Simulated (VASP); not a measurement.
# Ta (Im-3m) in VASP: a series of runs

Runs on Ta. Level: PBE. Tasks: single point.

Program: VASP 6.6.1. These are calculated values, not measurements. Logs are shortened: lines on timing, memory, paths and dates and some standing lists are left out, and cuts for length are marked.

## Step 1: Starting point

The structure is cubic, space group Im-3m (No. 229). Conventional cell: a = 3.303 Å, b = 3.303 Å, c = 3.303 Å, α = 90.00°, β = 90.00°, γ = 90.00°. Ta (site symmetry m-3m) has 8 Ta at 2.86 Å as nearest neighbours.

## Step 2: Single point, PBE

The input, INCAR:

```
SYSTEM = Ta
  ALGO = Normal
  EDIFF = 1E-6
  ENCUT = 520
  GGA = PE
  ISIF = 2
  ISMEAR = -1
  LASPH = .TRUE.
  LCHARG = .FALSE.
  LREAL = .FALSE.
  LWAVE = .FALSE.
  NELM = 100
  PREC = Accurate
  SIGMA = 0.1
```

The input, KPOINTS:

```
k-points
0
G
  24 24 24
  0 0 0
```

The input, POSCAR:

```
Ta
1.0
   -1.6515000000      1.6515000000      1.6515000000
    1.6515000000     -1.6515000000      1.6515000000
    1.6515000000      1.6515000000     -1.6515000000
Ta
1
Direct
    0.0000000000      0.0000000000      0.0000000000
```

Potentials or basis: VASP PAW PBE potentials, release 64 (Ta_pv).

Run with:

```console
$ cat potpaw_PBE.64/Ta_pv/POTCAR > POTCAR
$ mpirun -np 1 vasp_std > vasp.out
```

OUTCAR:

```text
SYSTEM = Ta
   EDIFF = 1E-6
   ENCUT = 520
   GGA = PE
   ISIF = 2
   ISMEAR = -1
   LASPH = .TRUE.
   LREAL = .FALSE.
   NELM = 100
   PREC = Accurate

 ion  position               nearest neighbor table
   1  0.000  0.000  0.000-

  LATTYP: Found a body centered cubic cell.
 ALAT       =     3.3030000000

  Lattice vectors:

 A1 = (  -1.6515000000,   1.6515000000,   1.6515000000)
 A2 = (   1.6515000000,  -1.6515000000,   1.6515000000)
 A3 = (   1.6515000000,   1.6515000000,  -1.6515000000)

Analysis of symmetry for initial positions (statically):
=====================================================================
 Subroutine PRICEL returns:
 Original cell was already a primitive cell.

 Routine SETGRP: Setting up the symmetry group for a
 body centered cubic supercell.

 Subroutine GETGRP returns: Found 48 space group operations
 (whereof 48 operations were pure point group operations)
 out of a pool of 48 trial point group operations.

The static configuration has the point symmetry O_h .

Analysis of symmetry for dynamics (positions and initial velocities):
=====================================================================
 Subroutine PRICEL returns:
 Original cell was already a primitive cell.

 Routine SETGRP: Setting up the symmetry group for a
 body centered cubic supercell.

 Subroutine GETGRP returns: Found 48 space group operations
 (whereof 48 operations were pure point group operations)
 out of a pool of 48 trial point group operations.

The dynamic configuration has the point symmetry O_h .

 Subroutine INISYM returns: Found 48 space group operations
 (whereof 48 operations are pure point group operations),
 and found     1 'primitive' translations

----------------------------------------------------------------------------------------

                                     Primitive cell

  volume of cell :      18.0175

  direct lattice vectors                    reciprocal lattice vectors
    -1.651500000  1.651500000  1.651500000     0.000000000  0.302755071  0.302755071
     1.651500000 -1.651500000  1.651500000     0.302755071  0.000000000  0.302755071
     1.651500000  1.651500000 -1.651500000     0.302755071  0.302755071  0.000000000

  length of vectors
     2.860481909  2.860481909  2.860481909     0.428160328  0.428160328  0.428160328

  position of ions in fractional coordinates (direct lattice)
     0.000000000  0.000000000  0.000000000

  ion indices of the primitive-cell ions
   primitive index   ion index
                 1           1

----------------------------------------------------------------------------------------

 KPOINTS: k-points

Automatic generation of k-mesh.
 Grid dimensions read from file:
 generate k-points for:   24   24   24

 Generating k-lattice:

  Cartesian coordinates                     Fractional coordinates (reciprocal lattice)
     0.000000000  0.012614795  0.012614795     0.041666667  0.000000000  0.000000000
     0.012614795  0.000000000  0.012614795     0.000000000  0.041666667  0.000000000
     0.012614795  0.012614795  0.000000000     0.000000000  0.000000000  0.041666667

  Length of vectors
     0.017840014  0.017840014  0.017840014

  Shift w.r.t. Gamma in fractional coordinates (k-lattice)
     0.000000000  0.000000000  0.000000000

 Subroutine IBZKPT returns following result:
 ===========================================

 Found    413 irreducible k-points:

 Following reciprocal coordinates:
            Coordinates               Weight
  0.000000  0.000000  0.000000      1.000000
  0.041667  0.000000  0.000000     12.000000
  0.083333  0.000000  0.000000     12.000000
  0.125000  0.000000  0.000000     12.000000
  0.166667  0.000000  0.000000     12.000000
  0.208333  0.000000  0.000000     12.000000
[... 16 lines left out ...]
  0.416667  0.041667  0.000000     48.000000
  0.458333  0.041667  0.000000     48.000000
 [... further k-points ...]
   k-points           NKPTS =    413   k-points in BZ     NKDIM =    413   number of bands    NBANDS=      9
   number of dos      NEDOS =    301   number of ions     NIONS =      1
   total plane-waves  NPLWV =  13824
   dimension x,y,z NGX =    24 NGY =   24 NGZ =   24
   dimension x,y,z NGXF=    48 NGYF=   48 NGZF=   48
   ions per type =               1
   NGX,Y,Z   is equivalent  to a cutoff of  13.95, 13.95, 13.95 a.u.
   NGXF,Y,Z  is equivalent  to a cutoff of  27.90, 27.90, 27.90 a.u.
 SYSTEM =  Ta
   PREC   = accura    normal or accurate (medium, high low for compatibility)
   ISTART =      0    job   : 0-new  1-cont  2-samecut
   ICHARG =      2    charge: 1-file 2-atom 10-const
   ISPIN  =      1    spin polarized calculation?
   LNONCOLLINEAR =      F non collinear calculations
   LSORBIT =      F    spin-orbit coupling
   LASPH  =      T    aspherical Exc in radial PAW
   ENCUT  =  520.0 eV  38.22 Ry    6.18 a.u.   5.32  5.32  5.32*2*pi/ulx,y,z
   NELM   =    100;   NELMIN=  2; NELMDL= -5     # of ELM steps
   EDIFF  = 0.1E-05   stopping-criterion for ELM
   LREAL  =      F    real-space projection
   EDIFFG = 0.1E-04   stopping-criterion for IOM
   NSW    =      0    number of steps for IOM
   IBRION =     -1    ionic relax: 0-MD 1-quasi-New 2-CG
   NFREE  =      0    steps in history (QN), initial steepest desc. (CG)
   ISIF   =      2    stress and relaxation
   ISYM   =      2    0-nonsym 1-usesym 2-fastsym
   POTIM  = 0.5000    time-step for ionic-motion
   TEBEG  =    0.0;   TEEND  =   0.0 temperature during run
   PSTRESS=    0.0 pullay stress
   NELECT =      11.0000    total number of electrons
   NUPDOWN=      -1.0000    fix difference up-down
   EMIN   =  10.00;   EMAX   =-10.00  energy-range for DOS
   EFERMI =   0.00;   METHOD = LEGACY
   ISMEAR =    -1;   SIGMA  =   0.10  broadening in eV -4-tet -1-fermi 0-gaus
   EFERMI_NEDOS =   21; number of points for ismear=-14 and -15
   IALGO  =     38    algorithm
   IMIX   =      4    mixing-type and parameters
     AMIX     =   0.40;   BMIX     =  1.00
     AMIX_MAG =   1.60;   BMIX_MAG =  1.00
  volume/ion in A,a.u.               =      18.02       121.59
  Fermi-wavevector in a.u.,A,eV,Ry     =   1.388802  2.624456 26.242541  1.928772
  Thomas-Fermi vector in A             =   2.512894
   LORBIT       =      0    0 simple, 1 ext, 2 COOP (PROOUT), +10 PAW based schemes
   GGA     = PE    functional components
   LHFCALC =     F    Hartree Fock is set to
   AEXX    =    0.0000 exact exchange contribution
   IVDW    =     0    specifies the selected vdW correction
   LEPSILON=     F    determine dielectric tensor
   LRPA    =     F    only Hartree local field effects (RPA)
 non-spin polarized calculation
  energy-cutoff  :      520.00
  volume of cell :       18.02
 maximum number of plane-waves:       498
 NGX is ok and might be reduce to    24
   NGX = 11   NGY = 11   NGZ = 11

 number of electron      11.0000002 magnetization

 Free energy of the ion-electron system (eV)
  ---------------------------------------------------
  ext. energy  EPLUGINS =         0.00000000
  ---------------------------------------------------
  free energy    TOTEN  =       -11.83151037 eV

  energy without entropy =      -11.78807577  energy(sigma->0) =      -11.80979307

 E-fermi :   5.4944     XC(G=0): -12.6161

 val. band max:        5.4921028565   @ k =  -0.2083   0.2083   0.0833
 cond. band min:       5.4985460546   @ k =  -0.1667   0.2083   0.0417
 fundamental gap:      0.0064431980
 Fermi energy:         5.4943910719

 k-point     1 :       0.0000    0.0000    0.0000
  band No.  band energies     occupation
      1     -27.5871      2.00000
      2     -27.5871      2.00000
      3     -27.5871      2.00000
      4      -2.4315      2.00000
      5       6.2196      0.00142
      6       6.2196      0.00142
      7       6.2196      0.00142
      8       9.4915      0.00000
      9       9.4915      0.00000

 k-point     2 :       0.0417    0.0000    0.0000
  band No.  band energies     occupation
      1     -27.6089      2.00000
      2     -27.5938      2.00000
      3     -27.5872      2.00000
      4      -2.3534      2.00000
      5       6.1681      0.00237
      6       6.2060      0.00162
      7       6.2957      0.00066
      8       9.4042      0.00000
      9       9.4912      0.00000

 k-point     3 :       0.0833    0.0000    0.0000
  band No.  band energies     occupation
      1     -27.6724      2.00000
      2     -27.6133      2.00000
      3     -27.5875      2.00000
      4      -2.1234      2.00000
      5       6.0211      0.01026
      6       6.1545      0.00271
      7       6.5229      0.00007
      8       9.1894      0.00000
      9       9.4932      0.00000

 k-point     4 :       0.1250    0.0000    0.0000
  band No.  band energies     occupation
      1     -27.7721      2.00000
      2     -27.6443      2.00000
      3     -27.5881      2.00000
      4      -1.7554      2.00000
      5       5.7983      0.09140
      6       6.0394      0.00856
      7       6.8972      0.00000
      8       8.9572      0.00000
      9       9.5043      0.00000

 k-point     5 :       0.1667    0.0000    0.0000
  band No.  band energies     occupation
      1     -27.8999      2.00000
      2     -27.6844      2.00000
      3     -27.5888      2.00000
      4      -1.2737      2.00000
      5       5.5255      0.84571
      6       5.8451      0.05822
      7       7.4119      0.00000
      8       8.8134      0.00000
      9       9.5335      0.00000

 k-point     6 :       0.2083    0.0000    0.0000
  band No.  band energies     occupation
      1     -28.0456      2.00000
      2     -27.7307      2.00000
      3     -27.5897      2.00000
      4      -0.7161      2.00000
      5       5.2291      1.86832
      6       5.6033      0.50375
      7       8.0570      0.00000
      8       8.8027      0.00000
      9       9.5892      0.00000
[... 169 lines left out ...]
 k-point    21 :       0.3333    0.0417    0.0000
  band No.  band energies     occupation
      1     -28.5433      2.00000
      2     -27.8977      2.00000
      3     -27.6012      2.00000
      4       0.9589      2.00000
      5       4.3123      1.99999
      6       5.5796      0.59790
      7       9.2683      0.00000
      8      10.0816      0.00000
      9      11.1482      0.00000

 k-point    22 :       0.3750    0.0417    0.0000
  band No.  band energies     occupation
      1     -28.6429      2.00000
      2     -27.9329      2.00000
      3     -27.6020      2.00000
      4       1.1080      2.00000
      5       4.1408      2.00000
      6       6.0396      0.00854
      7       9.3869      0.00000
      8      10.2259      0.00000
      9      12.0534      0.00000

 k-point    23 :       0.4167    0.0417    0.0000
  band No.  band energies     occupation
      1     -28.7125      2.00000
      2     -27.9577      2.00000
      3     -27.6026      2.00000
      4       1.1575      2.00000
      5       4.0234      2.00000
      6       6.5513      0.00005
      7       9.3999      0.00000
      8      10.3605      0.00000
      9      12.8209      0.00000

 k-point    24 :       0.4583    0.0417    0.0000
  band No.  band energies     occupation
      1     -28.7483      2.00000
      2     -27.9705      2.00000
      3     -27.6029      2.00000
      4       1.1664      2.00000
      5       3.9638      2.00000
      6       6.9074      0.00000
      7       9.3509      0.00000
      8      10.4467      0.00000
      9      13.2836      0.00000

 [... further k-points ...]

------------------------ aborting loop because EDIFF is reached ----------------------------------------

  FORCE on cell =-STRESS in cart. coord.  units (eV):
  Direction    XX          YY          ZZ          XY          YZ          ZX
  --------------------------------------------------------------------------------------
  -------------------------------------------------------------------------------------
  Total        0.3657303      0.3657303      0.3657303      0.0000000      0.0000000     -0.0000000
  in kB       32.5218948     32.5218948     32.5218948      0.0000000      0.0000000     -0.0000000
  external PRESSURE =      32.5218948 kB  Pullay stress =       0.0000000 kB

 VOLUME and BASIS-vectors are now :
 -----------------------------------------------------------------------------
  energy-cutoff  :      520.00
  volume of cell :       18.02
      direct lattice vectors                 reciprocal lattice vectors
    -1.651500000  1.651500000  1.651500000     0.000000000  0.302755071  0.302755071
     1.651500000 -1.651500000  1.651500000     0.302755071  0.000000000  0.302755071
     1.651500000  1.651500000 -1.651500000     0.302755071  0.302755071  0.000000000

 POSITION                                       TOTAL-FORCE (eV/Angst)
 -----------------------------------------------------------------------------------
      0.00000      0.00000      0.00000         0.000000      0.000000      0.000000
 -----------------------------------------------------------------------------------
    total drift:                                0.000000      0.000000     -0.000000

  FREE ENERGIE OF THE ION-ELECTRON SYSTEM (eV)
  ---------------------------------------------------
  free  energy   TOTEN  =       -11.8315103697 eV

  energy  without entropy=      -11.7880757684  energy(sigma->0) =      -11.80979307
```

Run time: 52 s. Hardware: 1 thread of Intel Xeon Platinum 8488C (Sapphire Rapids), shared host; peak memory 0.19 GiB.

Results:

```
Free energy            : -11.8315 eV
Pressure               : 3.3 GPa
Band gap on the k mesh : none (metal or under the smearing width)
```

Levels at points of the mesh, in eV from the Fermi level:
```tsv
k point	band 3	band 4	band 5	band 6	band 7	band 8	band 9
(0.00, 0.00, 0.00)	-33.08	-7.93	0.73	0.73	0.73	4.00	4.00
(0.50, 0.00, 0.00)	-33.09	-4.39	-1.55	1.57	3.88	4.91	7.79
(0.50, 0.50, 0.50)	-33.90	-3.81	-3.81	6.82	6.82	6.82	8.64
```

Spin-orbit coupling is left out, which matters for the levels of Ta.

[end of part 1 of 2]
